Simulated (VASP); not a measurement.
Write the native input for VASP 6.6.1 that does the following.

| Item | Value |
| --- | --- |
| Task | relaxation of cell and atoms |
| Functional | PBEsol |
| Potentials or basis | VASP PAW PBE potentials, release 64 (Al, N) |
| Cutoff | 600 eV |
| k mesh | 4 × 4 × 4 |
| Occupations | gaussian, width 0.02 eV |
| Spin | no spin polarisation |
| Further INCAR settings | ALGO = Normal; EDIFF = 1e-07; IBRION = 2; EDIFFG = -0.005; NSW = 90; ISIF = 3 |

The structure of AlN lies in POSCAR:

```
AlN
1.0
    0.0000000000      2.0345180000      2.0345180000
    2.0345180000      0.0000000000      2.0345180000
    2.0345180000      2.0345180000      0.0000000000
Al N
1 1
Direct
    0.5000000000      0.5000000000      0.5000000000
    0.0000000000      0.0000000000      0.0000000000
```

Measurements of this composition are mostly on another form, of space group No. 186.

One way to write it, as run:

INCAR

```
SYSTEM = AlN
ALGO = Normal
EDIFF = 1E-7
EDIFFG = -0.005
ENCUT = 600
GGA = PS
IBRION = 2
ISIF = 3
ISMEAR = 0
LASPH = .TRUE.
LCHARG = .FALSE.
LREAL = .FALSE.
LWAVE = .FALSE.
NELM = 80
NSW = 90
PREC = Accurate
SIGMA = 0.02
```

KPOINTS

```
k-points
0
G
  4 4 4
  0 0 0
```

Potentials or basis: VASP PAW PBE potentials, release 64 (Al, N).

Launch:

```sh
$ cat potpaw_PBE.64/Al/POTCAR potpaw_PBE.64/N/POTCAR > POTCAR
$ mpirun -np 1 vasp_std > vasp.out
```

Results of the run:

```yaml
Relaxed_volume: 8.27 Å³/atom
Relaxed_cell: a = 2.860 Å, b = 2.860 Å, c = 2.860 Å, α = 60.00°, β = 60.00°, γ = 60.00°
Space_group_after_relaxing_to_0.05_Å: Fm-3m (No. 225)
Energy_gained_by_relaxing: 2.2 meV/atom
Ionic_steps: 3
Pressure_after_relaxing: 0.0 GPa
Band_gap_on_the_k_mesh: 4.49 eV, indirect (least direct gap 5.64 eV)
```

Caveat: the k mesh is coarse (spacing up to 0.67 Å⁻¹), so the values aren't converged; the PAW data sets were made with another functional, which shifts forces and pressure a little.

Run time: 3.7 s on 1 thread of Intel(R) Xeon(R) 6975P-C (Granite Rapids), on a shared host, peak memory 0.13 GiB.
